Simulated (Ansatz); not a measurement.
## Fitting the PBEsol energy curve of Co3Al

The structure is cubic, space group Pm-3m (No. 221). The conventional cell has a = 3.575 Å, b = 3.575 Å, c = 3.575 Å, α = 90.00°, β = 90.00°, γ = 90.00°. Co (site symmetry 4/mmm) is surrounded by 8 Co at 2.53 Å and 4 Al at 2.53 Å. Al (site symmetry m-3m) is surrounded by 12 Co at 2.53 Å.

The cell comes from a database or a generator and needn't be the stable form of this composition.

The cell was scaled at fixed shape and fractions and run with Ansatz, all-electron LAPW, scalar-relativistic; PBEsol, k mesh 8 × 8 × 8 on the cell of 4 atoms, fermi-dirac occupations of 0.05 eV, collinear spin, ferromagnetic start, no spin-orbit coupling. Energies are those that the program minimises, any entropy of the smearing included. For a metal such a mesh isn't converged to the digits shown. The magnetic state is the one that the start led to, which needn't be the lowest.

| V (Å³/atom) | energy over the lowest row (meV/atom) |
| --- | --- |
| 10.7369 | 3.73 |
| 10.9653 | 0.00 |
| 11.1937 | 2.47 |
| 11.4222 | 10.54 |
| 11.6506 | 23.61 |
| 11.8791 | ? |
| 12.1075 | 62.64 |

Q: Fit the third-order Birch-Murnaghan form, give V0, B0 and B′, and predict the energy left open.

A: With y = (V0/V)^(2/3), E = E0 + (9 V0 B0/16) [(y - 1)³ B′ + (y - 1)² (6 - 4y)]. Least squares through the rows shown give V0 = 10.9842 Å³/atom, E0 = -0.03 meV, B0 = 208.2 GPa (1 eV/Å³ = 160.218 GPa) and B′ = 4.37, with a largest miss of 0.02 meV. At V = 11.8791 the form with these constants gives 41.14 meV; the run gave 41.14 meV an atom.
